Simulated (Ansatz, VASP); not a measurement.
This is a calculation of C for Ansatz 0.2.0.

The input input.yaml:

```yaml
crystal:
  lattice:
    - [2.5221, 0.0, 0.0]
    - [-1.26105, 2.1842026709, 0.0]
    - [0.0, 0.0, 8.2371]
  atoms:
    - { symbol: C, position: [0.6666666667, 0.3333333333, 0.84375] }
    - { symbol: C, position: [0.3333333333, 0.6666666667, 0.34375] }
    - { symbol: C, position: [0.6666666667, 0.3333333333, 0.65625] }
    - { symbol: C, position: [0.3333333333, 0.6666666667, 0.15625] }
    - { symbol: C, position: [0.0, 0.0, 0.90625] }
    - { symbol: C, position: [0.0, 0.0, 0.40625] }
    - { symbol: C, position: [0.0, 0.0, 0.59375] }
    - { symbol: C, position: [0.0, 0.0, 0.09375] }
hamiltonian:
  xc: pbe
  pseudopotentials: { kind: paw }
kpoints:
  mp_grid: { grid: [12, 12, 4] }
  band_path:
    path:
      - [[0.0, 0.0, 0.0], [0.5, 0.0, 0.0], [0.3333333333, 0.3333333333, 0.0], [0.0, 0.0, 0.0], [0.0, 0.0, 0.5], [0.5, 0.0, 0.5], [0.3333333333, 0.3333333333, 0.5], [0.0, 0.0, 0.5]]
      - [[0.5, 0.0, 0.5], [0.5, 0.0, 0.0]]
      - [[0.3333333333, 0.3333333333, 0.0], [0.3333333333, 0.3333333333, 0.5]]
    npoints: 10
scf:
  occupations: { method: fermi_dirac, width: 0.05 }
  n_extra_bands: 20
output:
  forces: true
  stress: true
  eigenvalues: true
  fatbands: false
```

Potentials or basis: Ansatz PAW.

The run is started by

```bash
$ ansatz run input.yaml --threads 4 --pin off --max-ram 11264MiB --backend cpu --events-out ev --progress --plain --runs-dir out
```

Q: Translate it to VASP 6.6.1. Potentials there: VASP PAW PBE potentials, release 54 (C).

A: As run (the cutoff follows the program's own potentials):

The input INCAR:

```
SYSTEM = C
PREC     = Accurate       ! precision mode
ENCUT    = 520            ! plane-wave cutoff, eV
EDIFF    = 1E-7           ! SCF threshold, eV
ISMEAR   = -1             ! smearing method
SIGMA    = 0.05           ! smearing width, eV
LREAL    = .False.        ! projectors in reciprocal space
LASPH    = .True.         ! aspherical terms in the spheres
NELM     = 60             ! most SCF steps
ALGO     = Normal         ! electronic algorithm
ISIF     = 2              ! what is computed and relaxed
LWAVE    = .False.        ! write WAVECAR
LCHARG   = .False.        ! write CHGCAR
GGA      = PE             ! functional
NBANDS   = 26             ! bands
```

Contents of KPOINTS:

```
regular mesh
0
Gamma
  12 12 4
  0 0 0
```

POSCAR

```
C
1.0
    2.5221000000      0.0000000000      0.0000000000
   -1.2610500000      2.1842026709      0.0000000000
    0.0000000000      0.0000000000      8.2371000000
C
8
Direct
    0.6666666667      0.3333333333      0.8437500000
    0.3333333333      0.6666666667      0.3437500000
    0.6666666667      0.3333333333      0.6562500000
    0.3333333333      0.6666666667      0.1562500000
    0.0000000000      0.0000000000      0.9062500000
    0.0000000000      0.0000000000      0.4062500000
    0.0000000000      0.0000000000      0.5937500000
    0.0000000000      0.0000000000      0.0937500000
```

File KPOINTS_OPT:

```
path GMKGALHA,LM,KH
20
line-mode
reciprocal
 0.0000000000  0.0000000000  0.0000000000  G
 0.5000000000  0.0000000000  0.0000000000  M

 0.5000000000  0.0000000000  0.0000000000  M
 0.3333333333  0.3333333333  0.0000000000  K

 0.3333333333  0.3333333333  0.0000000000  K
 0.0000000000  0.0000000000  0.0000000000  G

 0.0000000000  0.0000000000  0.0000000000  G
 0.0000000000  0.0000000000  0.5000000000  A

 0.0000000000  0.0000000000  0.5000000000  A
 0.5000000000  0.0000000000  0.5000000000  L

 0.5000000000  0.0000000000  0.5000000000  L
 0.3333333333  0.3333333333  0.5000000000  H

 0.3333333333  0.3333333333  0.5000000000  H
 0.0000000000  0.0000000000  0.5000000000  A

 0.5000000000  0.0000000000  0.5000000000  L
 0.5000000000  0.0000000000  0.0000000000  M

 0.3333333333  0.3333333333  0.0000000000  K
 0.3333333333  0.3333333333  0.5000000000  H
```

Potentials or basis: VASP PAW PBE potentials, release 54 (C).

Command:

```console
$ cat potpaw_PBE.54/C/POTCAR > POTCAR
$ mpirun -np 1 vasp_std > vasp.out
```

Both were run:

|  | VASP | Ansatz | Ansatz less VASP |
| --- | --- | --- | --- |
| gap on the k mesh at the Fermi level (eV) | 4.41 | 4.42 | +0.009 |
| least direct gap on the mesh (eV) | 5.18 | 5.19 | +0.007 |
| gap along the band path (eV) | 4.41 | 4.42 | +0.012 |
| pressure (GPa) | 2.9 | 2.3 | -0.67 |
| largest component of the traceless stress (GPa) | 8.20 | 8.20 | -0.004 |
| rms of the force components (eV/Å) | 0.187 | 0.187 | -0.0002 |

Atom by atom the forces differ by 0.001 eV/Å (rms over components).

Caveats: the pressure holds a Pulay correction of +1.0 GPa for the finite cutoff (Ansatz).
